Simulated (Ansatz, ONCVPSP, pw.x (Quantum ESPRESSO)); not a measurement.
P (Z = 15): does the ONCV potential hold in the solid?

```json
{
  "Element": "phosphorus (P)",
  "Generator": "ONCVPSP 4.0.1.1 (patched build)",
  "Type": "optimised norm-conserving Vanderbilt (ONCV)",
  "Functional": "PBE",
  "Relativity": "scalar-relativistic",
  "Frozen core": "[Ne]",
  "Valence charge": "5",
  "Reference configuration": "3s2 3p3",
  "Partial waves": "3s: rc 1.55 bohr, ncon 3, nbas 6, qcut 4.3 1/bohr, 2 projectors, debl 3.9 Ha; 3p: rc 1.55 bohr, ncon 4, nbas 8, qcut 5.7 1/bohr, local; d scattering state at 0.26 Ha: rc 2.20 bohr, ncon 5, nbas 9, qcut 4.6 1/bohr, 2 projectors, debl 3.7 Ha",
  "Local potential": "the p channel",
  "Core correction": "Teter function, fcfact 5.5, rcfact 1.6"
}
```

Atomic tests: cutoffs needed: 9.6 Ha and 33 Ha (the cutoffs (Ha) at which the residual kinetic energy of the hardest occupied pseudo-wave falls to 1 and 0.1 mHa per electron) The cutoffs count occupied waves only; projector 2 of the d channel, the hardest unoccupied one, needs 70 Ha at the loose tolerance.; ghost test: no bound ghost flagged; no localised positive-energy state flagged; largest excitation error: -34 meV (all-electron minus pseudo) for 3s2 3p0, out of 4 test configurations.

Crystal test: fcc P in pw.x 7.5, no spin, 14³ k-points, Fermi–Dirac smearing 0.01 Ry, cutoffs 80/320 Ry. The reference is all-electron LAPW (Ansatz 0.2.0) with the same functional, mesh and smearing; V0 and B0 come from Birch–Murnaghan fits to the pressures at five volumes. Errors are pseudo minus all-electron; Δ is the rms difference of the E(V) curves that follow from these fits, minima aligned, over ±6 % about the mean V0. Mesh and smearing are coarse, so the numbers serve the comparison and aren't converged zero-temperature values; the lattice is a test structure that the element need not adopt.

```json
{"V (Å³/atom)": "14.029", "P all-electron (GPa)": "3.66", "P pseudo (GPa)": "3.23"}
{"V (Å³/atom)": "14.398", "P all-electron (GPa)": "1.11", "P pseudo (GPa)": "0.74"}
{"V (Å³/atom)": "14.767", "P all-electron (GPa)": "-1.13", "P pseudo (GPa)": "-1.44"}
{"V (Å³/atom)": "15.136", "P all-electron (GPa)": "-3.12", "P pseudo (GPa)": "-3.37"}
{"V (Å³/atom)": "15.505", "P all-electron (GPa)": "-4.89", "P pseudo (GPa)": "-5.11"}
```

All-electron: a0 = 3.878 Å (V0 = 14.58 Å³/atom), B0 = 88.9 GPa.

Pseudopotential: mean pressure error (GPa): -0.31; a0 (Å): 3.873; a0 error (%): -0.13; B0 error (%): -1.1; Δ (meV/atom): 1.1.

**Question.** At the middle volume, how do free energy and pressure move when the wave cutoff is lowered (ecutrho kept at four times it)?

**Answer.**

| cutoff (Ry) | shift of F (meV/atom) | shift of P (GPa) |
| --- | --- | --- |
| 36 | +17.3 | -0.25 |
| 48 | +12.6 | +0.07 |
| 64 | +5.4 | -0.22 |

Input at the middle volume:

```
&control
  calculation='scf', prefix='x', pseudo_dir='./', outdir='./tmp', tstress=.true., disk_io='none'
/
&system
  ibrav=0, nat=1, ntyp=1, ecutwfc=80, ecutrho=320, nbnd=9,
  occupations='smearing', smearing='fd', degauss=0.01
/
&electrons
  conv_thr=1e-09, mixing_beta=0.4, electron_maxstep=70
/
ATOMIC_SPECIES
P 1.0 P.UPF
CELL_PARAMETERS angstrom
  0.00000000 1.94724573 1.94724573
  1.94724573 0.00000000 1.94724573
  1.94724573 1.94724573 0.00000000
ATOMIC_POSITIONS crystal
P 0.0000 0.0000 0.0000
K_POINTS automatic
14 14 14 0 0 0
```

```bash
pw.x < P.scf.in > P.scf.out
```

Lines of the output:

```
Message from routine setup:
     using ibrav=0 with symmetry is DISCOURAGED, use correct ibrav instead
     lattice parameter (alat)  =       5.2040  a.u.
     unit-cell volume          =      99.6527 (a.u.)^3
     number of electrons       =         5.00
     number of Kohn-Sham states=            9
     kinetic-energy cutoff     =      80.0000  Ry
     charge density cutoff     =     320.0000  Ry
     scf convergence threshold =      1.0E-09
     Exchange-correlation= PBE
     number of k points=   104  Fermi-Dirac smearing, width (Ry)=  0.0100
     iteration #  1     ecut=    80.00 Ry     beta= 0.40
     total energy              =     -15.25140626 Ry
     estimated scf accuracy    <       0.00211916 Ry
     iteration #  2     ecut=    80.00 Ry     beta= 0.40
     total energy              =     -15.25121691 Ry
     estimated scf accuracy    <       0.00055524 Ry
     iteration #  3     ecut=    80.00 Ry     beta= 0.40
     total energy              =     -15.25127369 Ry
     estimated scf accuracy    <       0.00000490 Ry
     iteration #  4     ecut=    80.00 Ry     beta= 0.40
     total energy              =     -15.25127503 Ry
     estimated scf accuracy    <       0.00000008 Ry
     iteration #  5     ecut=    80.00 Ry     beta= 0.40
     total energy              =     -15.25127506 Ry
     estimated scf accuracy    <          6.2E-09 Ry
     iteration #  6     ecut=    80.00 Ry     beta= 0.40
     the Fermi energy is    10.9068 ev
!    total energy              =     -15.25127506 Ry
     estimated scf accuracy    <          4.7E-11 Ry
     smearing contrib. (-TS)   =      -0.00287943 Ry
     The total energy is F=E-TS. E is the sum of the following terms:
     one-electron contribution =       5.91653814 Ry
     hartree contribution      =       0.22847812 Ry
     xc contribution           =      -5.81882052 Ry
     ewald contribution        =     -15.57459138 Ry
     convergence has been achieved in   6 iterations
          total   stress  (Ry/bohr**3)                   (kbar)     P=      -14.37
     Message from routine punch:
     Nothing written, as per user request (disk_io='none')
```

The run at the middle volume (104 k-points, 6 iterations) took about 20 s on one core of a shared host (Neoverse-N1, 64 threads, 124 GiB, load 59).
